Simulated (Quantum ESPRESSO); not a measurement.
## ZnS (Wurtzite-2H) under changes of volume

One of the cells (19.603 Å³/atom); the others are scaled copies at fixed shape and fractional positions:

```
Zn S
1.0
     3.81100    0.00000    0.00000
    -1.90550    3.30042    0.00000
     0.00000    0.00000    6.23400
Zn S
2 2
Direct
  0.66667 0.33333 0.50000
  0.33333 0.66667 0.00000
  0.66667 0.33333 0.88500
  0.33333 0.66667 0.38500
```

| Property | Result |
| --- | --- |
| Program | Quantum ESPRESSO 7.5 |
| Functional | PBE |
| Potentials or basis | SSSP 1.3 efficiency PBE |
| Cutoff | 748 eV |
| Density cutoff | 5987 eV |
| k mesh | 8 × 8 × 5 |
| Occupations | fermi-dirac, width 0.05 eV |
| Spin | no spin polarisation |

```tsv
volume (Å³/atom)	energy over the lowest point (meV/atom)	pressure (GPa)	gap on the mesh (eV)
18.427	42.19	8.0	2.53
18.819	25.05	5.9	2.44
19.211	?	?	?
19.603	4.73	2.4	2.24
19.995	0.61	0.9	2.15
20.387	0.00	-0.5	2.06
20.779	2.54	-1.7	1.97
```

Task: What does the run at 19.211 Å³/atom give?

Result: Energy over the lowest point 12.73 meV/atom; pressure 4.0 GPa; gap on the mesh 2.34 eV.

Worked out: A Birch-Murnaghan fit of order 3 (a polynomial in V^(-2/3)) to the other rows has its minimum at 20.26 Å³/atom with B0 = V·E''(V) = 69 GPa and B' = 4.4 at fixed shape and positions, which overstates the stiffness. It gives 12.73 meV/atom at 19.211 Å³/atom, against the run's 12.73, and -dE/dV = 4.1 GPa, against 4.0. A straight line through the other rows of the gap, of slope -4.69 eV per unit of ln V (its deformation potential), gives 2.34 eV, against the run's 2.34.

Energies are extrapolated to zero smearing.
